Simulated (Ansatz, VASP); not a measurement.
# AlN in VASP and in Ansatz

File INCAR:

```
SYSTEM = AlN
ALGO     = Normal         ! electronic algorithm
EDIFF    = 1E-6           ! SCF threshold, eV
ENCUT    = 520            ! plane-wave cutoff, eV
GGA      = PE             ! functional
ISIF     = 2              ! what is computed and relaxed
ISMEAR   = 0              ! smearing method
LASPH    = .True.         ! aspherical terms in the spheres
LCHARG   = .False.        ! write CHGCAR
LREAL    = .False.        ! projectors in reciprocal space
LWAVE    = .False.        ! write WAVECAR
NBANDS   = 16             ! bands
NELM     = 60             ! most SCF steps
PREC     = Accurate       ! precision mode
SIGMA    = 0.05           ! smearing width, eV
```

KPOINTS

```
k-points
0
Gamma
  9 9 6
  0 0 0
```

POSCAR

```
AlN
1.0
    3.3273077903      0.0000000000      0.0000000000
   -1.6636538952      2.8815330726      0.0000000000
    0.0000000000      0.0000000000      4.3188455117
Al N
2 2
Direct
    0.3333333333      0.6666666667      0.7500000000
    0.6666666667      0.3333333333      0.2500000000
    0.3333333333      0.6666666667      0.2500000000
    0.6666666667      0.3333333333      0.7500000000
```

Input for Ansatz:

```yaml
crystal:
  lattice:
    - [3.3273077903, 0.0, 0.0]
    - [-1.6636538952, 2.8815330726, 0.0]
    - [0.0, 0.0, 4.3188455117]
  atoms:
    - { symbol: Al, position: [0.3333333333, 0.6666666667, 0.75] }
    - { symbol: Al, position: [0.6666666667, 0.3333333333, 0.25] }
    - { symbol: "N", position: [0.3333333333, 0.6666666667, 0.25] }
    - { symbol: "N", position: [0.6666666667, 0.3333333333, 0.75] }
basis:
  ecutwfc: 520.0
kpoints:
  mp_grid: { grid: [9, 9, 6] }
hamiltonian:
  xc: pbe
  pseudopotentials: { kind: paw, azcp: { folder: soft_1 } }
scf:
  occupations: { method: gaussian, width: 0.05 }
output:
  forces: true
  stress: true
  eigenvalues: true
```

Alike in both runs: task single point; functional PBE; k mesh 9 × 9 × 6; occupations gaussian, width 0.05 eV; no spin polarisation.

|  | VASP | Ansatz |
| --- | --- | --- |
| version | VASP 6.6.1 | Ansatz 0.2.0 |
| potentials or method | VASP PAW PBE potentials, release 64 (Al, N) | scalar-relativistic, plane waves, PAW |
| plane-wave cutoff (eV) | 520 | 520 |
| valence electrons in the cell | 16 | 16 |

Ansatz gave:

```
gap on the k mesh at the Fermi level (eV)       : 2.88
least direct gap on the mesh (eV)               : 2.88
pressure (GPa)                                  : -6.6
largest component of the traceless stress (GPa) : 1.37
```

Question: What did VASP give for the same quantities?

Answer: gap on the k mesh at the Fermi level (eV): 2.89; least direct gap on the mesh (eV): 2.89; pressure (GPa): -6.8; largest component of the traceless stress (GPa): 1.27.

The functional is the same, so the differences come from potentials, cutoffs and numerics.
